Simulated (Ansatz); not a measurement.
## 1T-CrO2 monolayer in a perpendicular field

Aim: how the 1T-CrO2 monolayer screens a field along its normal, and what the field does to its bands. A positive field points along +c.

Method: plane-wave DFT, PBE-D3(BJ), Ansatz PAW, in Ansatz 0.2.0.

## 1. Set-up

The cell holds 3 atoms: 2 O and 1 Cr. Its edges and angles: a = 2.784 Å, b = 2.784 Å, c = 20.141 Å, α = 90.0°, β = 90.0°, γ = 120.0°. Vacuum lies along c.

## 2. Relaxing the slab

The starting cell is a guess, so the in-plane lattice and the atoms are relaxed first, with the slab cut off from its images along the normal. The program lengthens the vector along the normal by itself, so c and the volume that it reports differ from the typed ones.

Contents of input.yaml:

```yaml
crystal:
  lattice:
    - [2.783753, 0.0, 0.0]
    - [-1.3918765, 2.4108008159, 0.0]
    - [0.0, 0.0, 20.140717087]
  atoms:
    - { symbol: O, position: [0.6666666667, 0.3333333333, 0.4468559864] }
    - { symbol: Cr, position: [0.0, 0.0, 0.5], spin: 3.0 }
    - { symbol: O, position: [0.3333333333, 0.6666666667, 0.5531440136] }
  periodic: [true, true, false]
magnetization:
  spin_polarized: true
kpoints:
  mp_grid: { grid: [12, 12, 1] }
hamiltonian:
  xc: pbe
  dispersion: d3bj
scf:
  occupations: { method: fermi_dirac, width: 0.05 }
  convergence: { dr2_threshold: 1.0e-09 }
relax:
  f_tol: 0.004
  max_steps: 90
  cell: {}
output:
  write_potential: true
  write_density: true
  volumetric_format: npy
```

The run is started by

```bash
> ansatz run input.yaml --threads 2 --pin off --max-ram 3072MiB --backend cpu --events-out ev --progress --plain --runs-dir out
```

Numbers of over 12 decimals in the logs are rounded to 6 here.

What it wrote:

```text
Warning: crystal.periodic: the lattice vector that does not repeat stood 0.000° off the slab's normal, 20.141 Å along it as the deck builds it. The run solves the slab on a vector along the normal, 28.081 Å long, with every atom where it was (on the deck's vector they left 18.00 Å outside them, and the widest stretch free of ions among them is 1.07 Å). A fractional position that the run reports is one of the run's ce [...]
Warning: relax.cell: scf.convergence.dr2_threshold = 1e-9 eV is looser than the 2.03531942234e-10 eV advised for a relaxation that steers and ends on the stress (1e-10 eV for each atom of the cell: 3, times the square of relax.cell.stress_2d_tol = 0.05 N/m over 12.1 Å (the atoms' height at the walk's start and 5 Å past either face), 4.118e-2 GPa, over a crystal's default 0.05). What an SCF threshold leaves in a stress goes as its square root, and in the free energy as the threshold itself, and one threshold admits the most on a small cell: [figures from the program's tests cut] Set scf.convergence.dr2_threshold to 2.03531942234e-10 eV or tighter. [rest of the remark cut]
crystal.periodic: the lattice vector that does not repeat stood 0.000° off the slab's normal, 20.141 Å along it as the deck builds it. The run solves the slab on a vector along the normal, 28.081 Å long, with every atom where it was (on the deck's vector they left 18.00 Å outside them, and the widest stretch free of ions among them is 1.07 Å). A fractional position that the run reports is one of the run's cell, which [...]
Engine: ansatz 0.2.0, aarch64-unknown-linux-gnu
Pseudopotentials: kind: paw
Pseudopotential: O, paw, valence charge 6, recommended cutoff 420 eV (normal), O.paw.azcp
Pseudopotential: Cr, paw, valence charge 14, recommended cutoff 420 eV (normal), Cr.paw.azcp
Functional definition: PBE
  parameter kappa = 0.804
  parameter beta = 0.066725
  exchange = pbe_x(kappa = kappa, mu = beta*pi^2/3)
  correlation = pbe_c(beta = beta)
Crystal: 3 atoms, lattice volume = 188.457 Å³
Basis set: ecut = 420 eV, 3705 PW (Γ), exchange–correlation on 40×40×384 points (8 copies of the dense FFT grid, shifted against one another)
Bands: 19, of which v1, the nominal top of the filled ones, is band 13 counted from 1 (12 counted from 0)
Symmetry: 12 space group operations
Space group: P-3m1 (ITA 164), of the structure as read, at distance tolerance 5.7e-5 Å
Magnetic group: BNS 164.85 (UNI 1315), of the structure as read, at distance tolerance 5.7e-5 Å
k-points: 19 of 144
Non-local potential: O, projectors of the file, l = 0: 2, l = 1: 2, l = 2: 1
Non-local potential: Cr, projectors of the file, l = 0: 3, l = 1: 2, l = 2: 3, l = 3: 1
PAW form: soft (Blöchl's): semilocal exchange-correlation on the pseudo side does not see the compensation charge
PAW one-centre angular grid: O, 110 points (default); XC on 64 Gauss nodes
PAW one-centre angular grid: Cr, 590 points (default); XC on 64 Gauss nodes
Initial density: superposition of atomic densities (neutral atoms: chi_scale 0, normalization atom)
Starting moments: Σ|m| = 3 μB on 1 of 3 sites
Initial wavefunctions: pseudopotential atomic-orbital guess
Functional: x = pbe(κ = 0.804, μ = 0.219515), c = pbe(β = 0.066725)
SCF iter   1: F=—  HF=-4517.783271 eV  |F-HF|=—  |Δ(HF+E_count)|=         —  Δρ=6.86e-2 (↑6.86e-2 ↓4.80e-2)  dr2=2.60e1  dr2_m=5.50e-1  M=2.000 μB ∫|m|=2.126 μB  β_m=0.30  ethr=3.10e-3  ⟨swp⟩=11.7  Hψ=5807  notcnv=0
Mixer restart at iter 1: flushing history
preconditioner: auto → LDOS  [metal: Δε(μ)=0.049 eV  Ē_g=13.982 eV  σ=0.050 eV  W_gap=0.24  n_scr=16 (ndim 8)  ℏωp=11.5 eV  f_vac=0.804  D(μ)=2.55/eV (n_scr^D=12)]
spin=Collinear: LDOS preconditioning applied to the charge; magnetization (m = ρ↑ − ρ↓) channel mixes plain (no charge-response kernel on spin).
SCF iter   2: F=—  HF=-4514.769668 eV  |F-HF|=—  |Δ(HF+E_count)|=    3.01e0  Δρ=4.38e-2 (↑4.38e-2 ↓3.39e-2)  dr2=1.23e1  dr2_m=1.85e-1  M=2.000 μB ∫|m|=2.154 μB  β_m=0.58  ethr=3.10e-3  ⟨swp⟩=4.2  Hψ=2205  notcnv=0  defer=37
SCF iter   3: F=—  HF=-4512.982119 eV  |F-HF|=—  |Δ(HF+E_count)|=    1.79e0  Δρ=6.55e-3 (↑6.55e-3 ↓5.53e-3)  dr2=7.21e-2  dr2_m=1.05e-2  M=2.000 μB ∫|m|=2.160 μB  β_m=0.66  ethr=3.10e-3  ⟨swp⟩=4.3  Hψ=2142  notcnv=0  defer=37
SCF iter   4: F=—  HF=-4513.044034 eV  |F-HF|=—  |Δ(HF+E_count)|=         —  Δρ=2.72e-3 (↑2.72e-3 ↓2.17e-3)  dr2=3.78e-2  dr2_m=1.67e-3  M=2.000 μB ∫|m|=2.113 μB  β_m=0.66  ethr=2.77e-4  ⟨swp⟩=4.5  Hψ=2235  notcnv=0  defer=35
SCF iter   5: F=—  HF=-4513.052311 eV  |F-HF|=—  |Δ(HF+E_count)|=   8.28e-3  Δρ=5.29e-4 (↑5.29e-4 ↓4.21e-4)  dr2=2.70e-4  dr2_m=2.60e-4  M=2.000 μB ∫|m|=2.112 μB  β_m=0.68  ethr=1.45e-4  ⟨swp⟩=4.3  Hψ=1828  notcnv=0  defer=35
SCF iter   6: F=—  HF=-4513.053654 eV  |F-HF|=—  |Δ(HF+E_count)|=   1.34e-3  Δρ=2.63e-4 (↑2.63e-4 ↓2.47e-4)  dr2=1.79e-4  dr2_m=6.72e-5  M=2.000 μB ∫|m|=2.107 μB  β_m=0.76  ethr=1.04e-6  ⟨swp⟩=4.2  Hψ=2078  notcnv=0  defer=35
SCF iter   7: F=—  HF=-4513.053809 eV  |F-HF|=—  |Δ(HF+E_count)|=   1.55e-4  Δρ=7.63e-5 (↑5.59e-5 ↓7.63e-5)  dr2=7.53e-6  dr2_m=5.81e-6  M=2.000 μB ∫|m|=2.104 μB  β_m=0.86  ethr=6.88e-7  ⟨swp⟩=2.9  Hψ=1511  notcnv=0  defer=35
SCF iter   8: F=—  HF=-4513.053785 eV  |F-HF|=—  |Δ(HF+E_count)|=   2.40e-5  Δρ=2.47e-5 (↑2.11e-5 ↓2.47e-5)  dr2=2.86e-7  dr2_m=8.43e-7  M=2.000 μB ∫|m|=2.103 μB  β_m=0.93  ethr=2.90e-8  ⟨swp⟩=3.9  Hψ=1796  notcnv=0  defer=35
SCF iter   9: F=—  HF=-4513.053786 eV  |F-HF|=—  |Δ(HF+E_count)|=   9.30e-7  Δρ=6.96e-6 (↑3.88e-6 ↓6.96e-6)  dr2=1.62e-7  dr2_m=2.63e-8  M=2.000 μB ∫|m|=2.103 μB  β_m=0.96  ethr=1.10e-9  ⟨swp⟩=3.1  Hψ=1532  notcnv=0  defer=35
SCF iter  10: F=—  HF=-4513.053786 eV  |F-HF|=—  |Δ(HF+E_count)|=   5.76e-8  Δρ=1.38e-6 (↑1.27e-6 ↓1.38e-6)  dr2=1.49e-9  dr2_m=2.27e-9  M=2.000 μB ∫|m|=2.103 μB  β_m=0.98  ethr=6.23e-10  ⟨swp⟩=2.7  Hψ=1151  notcnv=0  defer=35
SCF iter  11: F=—  HF=-4513.053786 eV  |F-HF|=—  |Δ(HF+E_count)|=   2.72e-8  Δρ=3.91e-7 (↑3.91e-7 ↓2.54e-7)  dr2=5.72e-10  dr2_m=3.01e-11  M=2.000 μB ∫|m|=2.103 μB  β_m=0.90  ethr=5.73e-12  ⟨swp⟩=3.9  Hψ=1724  notcnv=0  defer=35
SCF iter  12: F=-4513.053786 eV  HF=-4513.053786 eV  |F-HF|=9.46e-11  |Δ(HF+E_count)|=  1.66e-10  Δρ=1.11e-7 (↑1.11e-7 ↓6.67e-8)  dr2=1.58e-11  dr2_m=8.21e-12  M=2.000 μB ∫|m|=2.103 μB  ethr=2.20e-12  ⟨swp⟩=7.9  Hψ=4879  notcnv=0
SCF 1 converged in 12 iterations: F = -4513.053786 eV  dr2 = 1.58e-11
  greatest PAW one-centre occupation: 1.000 electrons in one spin orbital (limit 2), on the Cr atom at site 1 (counted from 0), in its partial waves of l = 0
[...]
relax step   6: F+E_penalty+E_count = -4513.24054493 eV  Δ(F+E_penalty+E_count) = -1.689e-2 eV  max|allowed force component| = 1.331e-3 eV/Å  Δτ_max = 0.0000 Å  P = +0.487 N/m  Ω = 200.965 Å³  fix = [c, alpha, beta]  reactions: c +0.000 N/m  stress off target by 4.87e-1 N/m on what of the cell is left free  SCF on the basis re-selected at this cell (its energy is not comparable with the rows above)  (7 SCF iters)
[...]
relax step   7: F+E_penalty+E_count = -4513.24029922 eV  Δ(F+E_penalty+E_count) = +2.457e-4 eV  max|allowed force component| = 1.125e-4 eV/Å  Δτ_max = 0.0034 Å  P = +0.046 N/m  Ω = 201.938 Å³  energy of the carried Pulay correction = -8.157e-4 eV  fix = [c, alpha, beta]  reactions: c +0.000 N/m  (9 SCF iters, accepted)
[...]
relax step   8: F+E_penalty+E_count = -4513.24116909 eV  Δ(F+E_penalty+E_count) = -8.699e-4 eV  max|allowed force component| = 1.741e-4 eV/Å  Δτ_max = 0.0000 Å  P = +0.054 N/m  Ω = 201.938 Å³  fix = [c, alpha, beta]  reactions: c +0.000 N/m  stress off target by 5.38e-2 N/m on what of the cell is left free  SCF on the basis re-selected at this cell (its energy is not comparable with the rows above)  (6 SCF iters)
[...]
relax step   9: F+E_penalty+E_count = -4513.24107888 eV  Δ(F+E_penalty+E_count) = +9.020e-5 eV  max|allowed force component| = 8.251e-6 eV/Å  Δτ_max = 0.0004 Å  P = +0.000 N/m  Ω = 202.057 Å³  energy of the carried Pulay correction = -9.728e-5 eV  fix = [c, alpha, beta]  reactions: c +0.000 N/m  (7 SCF iters, accepted)
iter 1 solved again at ethr=1.17e-7 eV; its pass at ethr=3.10e-3 eV (dr2=3.05e-5 eV) is discarded
SCF iter   1: F=—  HF=-4513.240739 eV  |F-HF|=—  |Δ(HF+E_count)|=         —  Δρ=1.59e-5 (↑1.59e-5 ↓1.08e-5)  dr2=3.15e-8  dr2_m=1.73e-8  M=2.000 μB ∫|m|=2.231 μB  β_m=0.65  ethr=1.17e-7  ⟨swp⟩=6.2  Hψ=9178  notcnv=0
preconditioner: auto → LDOS  [metal: Δε(μ)=0.050 eV  Ē_g=11.709 eV  σ=0.050 eV  W_gap=0.24  n_scr=14 (ndim 8)  ℏωp=11.1 eV  f_vac=0.826  D(μ)=1.64/eV (n_scr^D=10)]
spin=Collinear: LDOS preconditioning applied to the charge; magnetization (m = ρ↑ − ρ↓) channel mixes plain (no charge-response kernel on spin).
SCF iter   2: F=—  HF=-4513.241066 eV  |F-HF|=—  |Δ(HF+E_count)|=   3.27e-4  Δρ=5.56e-6 (↑5.56e-6 ↓3.77e-6)  dr2=4.11e-9  dr2_m=2.11e-9  M=2.000 μB ∫|m|=2.231 μB  β_m=0.63  ethr=1.21e-10  ⟨swp⟩=4.6  Hψ=2170  notcnv=0
SCF iter   3: F=—  HF=-4513.241140 eV  |F-HF|=—  |Δ(HF+E_count)|=   7.38e-5  Δρ=4.43e-7 (↑4.43e-7 ↓2.92e-7)  dr2=1.37e-10  dr2_m=2.20e-11  M=2.000 μB ∫|m|=2.231 μB  β_m=0.65  ethr=1.58e-11  ⟨swp⟩=4.5  Hψ=1885  notcnv=0
iter 4 met the thresholds in force, and the SCF goes on: an eigenvalue changes by 2.06 meV, over its tolerance of 0.05 meV (output.eigenvalues, Limitations)
SCF iter   4: F=-4513.241142 eV  HF=-4513.241142 eV  |F-HF|=9.30e-8  |Δ(HF+E_count)|=   2.15e-6  Δρ=5.16e-8 (↑5.16e-8 ↓4.58e-8)  dr2=1.69e-11  dr2_m=8.26e-13  M=2.000 μB ∫|m|=2.231 μB  β_m=0.72  ethr=1.00e-12  ⟨swp⟩=14.1  Hψ=5750  notcnv=0
SCF iter   5: F=-4513.241142 eV  HF=-4513.241142 eV  |F-HF|=7.91e-11  |Δ(HF+E_count)|=   9.30e-8  Δρ=1.41e-8 (↑1.41e-8 ↓9.70e-9)  dr2=3.98e-13  dr2_m=1.99e-13  M=2.000 μB ∫|m|=2.231 μB  ethr=1.00e-12  ⟨swp⟩=8.9  Hψ=4177  notcnv=0
SCF 10 converged in 5 iterations: F = -4513.241142 eV  dr2 = 3.98e-13
relax step  10: F+E_penalty+E_count = -4513.24114185 eV  Δ(F+E_penalty+E_count) = -6.297e-5 eV  max|allowed force component| = 1.152e-5 eV/Å  Δτ_max = 0.0000 Å  P = +0.001 N/m  Ω = 202.057 Å³  fix = [c, alpha, beta]  reactions: c +0.000 N/m  stress off target by 1.36e-3 N/m on what of the cell is left free  SCF on the basis re-selected at this cell (its energy is not comparable with the rows above)  (5 SCF iters)
basis re-selected at this cell: Δ(F+E_penalty+E_count) = -6.297e-5 eV, ΔP = +0.001 N/m vs the last step (what re-selecting the basis moved, of the pressure what is left beyond the Pulay correction that the steps carried, after the strain that the cell walked since its last selection, with what the two solves' SCF thresholds leave and, on support functions, any second-order correction that the steps lacked; it is no m [...]
WARN: The output density's exchange-correlation potential varies sharply where the density is thin. Do not read a vacuum level from v_tot or v_xc, or from such a field of the output density. On a cell that repeats whose density bears no net charge and no dipole along the vacuum's axis use v_es (v_loc + v_h of the components); under efield.dipole_correction with no amplitude use v_es + v_field, which holds any externa [...]
SCF converged after 5 iterations
an eigenvalue changed by more than its tolerance at an iteration that met the thresholds in force, so the SCF went on 1 time: the last check found none over its tolerance
Magnetization: 2.0000 μB (14.0000 up, 12.0000 down)
Absolute magnetization: 2.2312 μB (∫|ρ↑−ρ↓|, with the PAW one-centre terms)
Spin contamination: 0.0441 ħ² per cell (⟨S²⟩ above its minimum at these occupations)
Per-site moments (μB) at R_I (Å): [(-0.048418, 0.790964), (1.734546, 0.790964), (-0.048418, 0.790964)]
Free energy (F): -4513.241142 eV
Harris-Foulkes:  -4513.241142 eV  (|F-HF|=7.91e-11)
Internal energy: -4513.227256 eV  (E = F + TS)
E sigma→0 (E₀):  -4513.234199 eV
Entropy (-TS):   -0.013886 eV (-4.629 meV/atom)
Fermi energy:    -7.004620 eV
--- Per-component energies (eV) ---
  E_band       = -711.088733
  E_kinetic    = 688.103868
  E_local      = -54141.665513  (includes V_loc(G=0)·N_el)
  E_nonlocal   = 173.345315
  E_hartree    = 26619.641774
  E_xc         = -285.775540
  E_vxc        = -364.473956  (∫ρ·V_xc dr)
  E_paw        = -1508.485968  (= ΣΔE_a)
  E_vpaw       = -305.687493  (= ΣTr[D̂ρ^β])
  E_aug_tail   = 0.005394  (compensation charges beyond the density's cutoff)
  E_ewald      = 23941.918073
  E_disp       = -0.314659  (pairwise vdW)
  E_smearing   = -0.013886  (= −TS)
  E_closure    = -0.000000  (closes the sum)
  Σ components = -4513.241142   (vs F -4513.241142, Δ=0.00e0)
--- Forces (eV/Å), atoms counted from 1 ---
  atom   1  O      0.00000000     0.00000000    -0.00001152
  atom   2  Cr     0.00000000     0.00000000     0.00000000
  atom   3  O     -0.00000000    -0.00000000     0.00001152
  max |Σ_I F_I| component: 1.85e-17 eV/Å
--- 2D stress c σ (N/m, compression-positive) ---
        0.001357      -0.000000      -0.000000
       -0.000000       0.001357       0.000000
       -0.000000       0.000000       0.000000
  P = ½ c Tr σ = 0.0014 N/m
--- Band table (eV; the first three rows and the last of 38) ---
  k-point 0 ↑: bands = [... 9 lower, -9.1096, -8.6660, -8.6660, -8.3129, -8.3129, -6.2931, -3.3045, -3.3045, ... 2 higher]
  k-point 1 ↑: bands = [... 9 lower, -9.3513, -9.1241, -8.9328, -7.9569, -7.8815, -6.2954, -3.5328, -3.3569, ... 2 higher]
  k-point 2 ↑: bands = [... 9 lower, -10.3232, -9.6552, -8.6624, -7.6793, -7.4438, -6.3529, -4.0139, -3.4721, ... 2 higher]
  k-point 18 ↓: bands = [... 9 lower, -10.1311, -10.1311, -9.9611, -5.7090, -4.7416, -4.7416, -3.0235, -3.0235, ... 2 higher]
  the weakly bound empty levels are not read free of the cell's end (no_gap_told)
--- Relaxed structure (7 steps of the walk, 7 accepted, 3 SCFs on fresh bases) ---
  F+E_penalty+E_count = -4513.24114185 eV   max|allowed force component| = 1.152e-5 eV/Å   (the final SCF, on the basis selected at the relaxed cell)
  cell:  # Å, volume = 202.0565 Å³
    - [2.882448, 0.0, 0]
    - [-1.441224, 2.496273, 0]
    - [0, 0, 28.081434]
  atoms:
    - { symbol: O, position: [0.666667, 0.333333, 0.324693] }
    - { symbol: Cr, position: [0, 0, 0.358613] }
    - { symbol: O, position: [0.333333, 0.666667, 0.392532] }
```

Wall time 2.1 min (2 threads of Arm Neoverse N1, shared host); peak memory 0.51 GiB; 4 min of CPU time.

Relaxation path:

```
step  energy less that of the first step (eV)  largest force component (eV/Å)  volume (Å³)
   1                                   0.0000                          1.2947       188.46
   2                                  -0.1551                          0.4752       197.93
   3                                  -0.1695                          0.0424       201.20
   4                                  -0.1700                          0.0008       200.75
   5                                  -0.1699                          0.0002       200.97
  6*                                  -0.1868                          0.0013       200.97
   7                                  -0.1865                          0.0001       201.94
  8*                                  -0.1874                          0.0002       201.94
   9                                  -0.1873                          0.0000       202.06
 10*                                  -0.1874                          0.0000       202.06
```

Relaxation steps marked * repeat the geometry before them on a plane-wave basis chosen anew for their cell, so energy and pressure can jump there.

Forces are held to the 12 operations that the run works with; a distortion that breaks them can't arise in this run.

```csv
cell as run,before,after,change
a (Å),2.784,2.882,+3.5 %
b (Å),2.784,2.882,+3.5 %
```

The atoms that moved most (Å, along periodic axes as changes of fractional coordinates times the final cell, across vacuum about the mean position):

```csv
atom,dx,dy,dz,length
O3,0.000,0.000,-0.118,0.118
O1,0.000,0.000,0.118,0.118
```

Final coordinates:

```cif
data_structure
_symmetry_space_group_name_H-M 'P 1'
_symmetry_Int_Tables_number 1
_cell_length_a 2.8824
_cell_length_b 2.8824
_cell_length_c 28.0814
_cell_angle_alpha 90.000
_cell_angle_beta 90.000
_cell_angle_gamma 120.000
_cell_volume 202.06
loop_
_atom_site_label
_atom_site_type_symbol
_atom_site_fract_x
_atom_site_fract_y
_atom_site_fract_z
_atom_site_occupancy
O1 O 0.66667 0.33333 0.32469 1
Cr2 Cr 0.00000 0.00000 0.35861 1
O3 O 0.33333 0.66667 0.39253 1
```

This step gave:

```
energy at zero smearing : -4513.2342 eV
total moment            : 2.000 μB
site moments            : -0.04842, 1.735, -0.04842 μB
```

Site moment by atom:

```csv
atom,site moment (μB)
O1,-0.05
Cr2,1.73
O3,-0.05
```

The lattice constant a goes from 2.784 to 2.882 Å.

(Part 1 of 3 ends here.)

[Logs are printed without paths, hosts, clocks, repeated set-up lines and the standing remarks that a program may print on its own settings, such as how far it seeks lower states.]

[Hosts, paths, dates, database ids (printed as entryN), source tags and the programs' standing remarks are cut or masked in the printed files.]

[Maps of the electrostatic potential energy from Ansatz leave out the sawtooth potential of an applied field or a dipole correction, so their vacuum need not be flat; planar profiles and work functions include it.]
